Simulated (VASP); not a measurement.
Crystal: MoSe2.

```
Mo Se
1.0
     3.28800    0.00000    0.00000
    -1.64400    2.84749    0.00000
     0.00000    0.00000   12.90000
Mo Se
2 4
Direct
  0.66667 0.33333 0.75000
  0.33333 0.66667 0.25000
  0.66667 0.33333 0.37500
  0.33333 0.66667 0.87500
  0.66667 0.33333 0.12500
  0.33333 0.66667 0.62500
```

Base run:

| Item | Value |
| --- | --- |
| Program | VASP 6.6.1 |
| Functional | r2SCAN |
| Potentials or basis | VASP PAW PBE potentials, release 64 (Mo_sv, Se) |
| Cutoff | 520 eV |
| k mesh | 9 × 9 × 2 |
| Occupations | fermi-dirac, width 0.05 eV |
| Spin | no spin polarisation |

Its results: band gap on the k mesh 0.95 eV, indirect (least direct gap 1.48 eV); pressure 7.1 GPa; largest force 0.933 eV/Å.

After a change of settings the same cell gave: band gap on the k mesh 0.88 eV, indirect (least direct gap 1.38 eV); pressure 8.3 GPa; largest force 1.145 eV/Å. Which change was it?
A. functional from r2SCAN to PBE; occupations from fermi-dirac, width 0.05 eV to gaussian, width 0.012 eV
B. functional from r2SCAN to SCAN; further incar settings from ALGO = Normal; EDIFF = 1e-06; NBANDS = 35 to ALGO = Normal; EDIFF = 1e-06
C. functional from r2SCAN to rSCAN; further incar settings from ALGO = Normal; EDIFF = 1e-06; NBANDS = 35 to ALGO = Normal; EDIFF = 1e-07

A.

Caveats: the cell's inner coordinates are idealised or old, which leaves forces on the atoms; the PAW data sets were made with another functional, which shifts forces and pressure a little (some runs); an odd mesh through Γ misses points on the zone boundary, where band edges often lie (some runs); this functional lacks dispersion, which binds the layers, so the pressure and a relaxed spacing across them are unreliable (some runs).
